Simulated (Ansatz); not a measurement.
AgCl (Fm-3m): volume and gaps against pressure

```
CELL_PARAMETERS angstrom
2.77264 2.77264 0.00000
-2.77264 2.77264 0.00000
0.00000 2.77264 2.77264
ATOMIC_POSITIONS crystal
Ag 0.00000 0.00000 0.00000
Cl 0.50000 0.50000 0.00000
```

This is the zero-pressure cell under r²SCAN. Cell and atoms are relaxed by PAW (default files of Ansatz 0.2.0, cutoff 500 eV, stress met within about 0.05 GPa) at each pressure, in this structure whether or not another phase would take over; P is the pressure reached, less that of this cell. Levels come from r²SCAN, PAW on Ansatz 0.2.0's default frozen-core files (fitted under PBE), scalar-relativistic; k mesh 8×8×8, fixed occupations, cutoff 500 eV. Conduction levels are in eV over the valence top (at L), at fixed fractional wave vectors. Zone-centre phonons come from finite displacements by PAW, without the LO-TO term.

```csv
P (GPa),V/V₀,Γ,X,L,T1u TO (cm⁻¹)
-2.03,1.0463,1.481,3.041,4.850,95.5
0.00,1.0000,1.475,2.968,4.737,115.3
2.01,0.9645,1.478,2.903,4.639,130.7
3.98,?,?,?,?,?
7.00,0.8997,1.501,2.765,4.434,160.2
9.97,0.8709,1.521,2.693,4.329,174.1
14.97,0.8317,1.561,2.585,4.171,194.1
```

Q: Fit the third-order Birch-Murnaghan equation to the rows shown.

A: With f = [(V₀/V)^(2/3) − 1]/2, the normalised pressure F = P/[3f(1 + 2f)^(5/2)] is 49.1 GPa at f = -0.0149, 51.5 GPa at f = 0.0122, 53.7 GPa at f = 0.0365, 54.7 GPa at f = 0.0483, 56.1 GPa at f = 0.0654. The line F = B₀[1 + (3/2)(B′ − 4)f] gives B₀ = 50.4 GPa and B′ = 5.2.

Q: What are the volume deformation potentials and pressure coefficients of these levels at zero pressure?

A: 

| level | dE/dlnV (eV) | dE/dP = −(dE/dlnV)/B₀ (meV/GPa) | mean slope up to 2.0 GPa (meV/GPa) |
| --- | --- | --- | --- |
| Γ | 0.02 | -0.5 | 1.1 |
| X | 1.71 | -34.0 | -32.2 |
| L | 2.61 | -51.7 | -48.5 |

dE/dlnV is the slope of a cubic fit in ln V at V₀. The last column is read from two rows and shows how the slope bends with pressure.

Q: What mode Grüneisen parameters follow?

A: γ = −d ln ω/d ln V at V₀ from a quadratic fit in ln V: T1u 3.71.

Q: What belongs in the row at 3.98 GPa?

A: The fits give V/V₀ = 0.9357 and Γ = 1.484 eV. Computed: V/V₀ = 0.9357, Γ = 1.484, X = 2.845, L = 4.553, T1u TO (cm⁻¹) = 143.5.

Keep in mind: no other phase was computed; many crystals of this kind change structure within this range, and rows or crossings beyond such a change describe a metastable lattice; frozen-core PAW files fitted under PBE, their cores solved anew for the functional of the run; no spin-orbit coupling on heavy atoms; semilocal gaps are low, and the spacing of valleys can be off by tenths of an eV; levels are read at fixed fractional k, so an edge that moves off these points is missed.
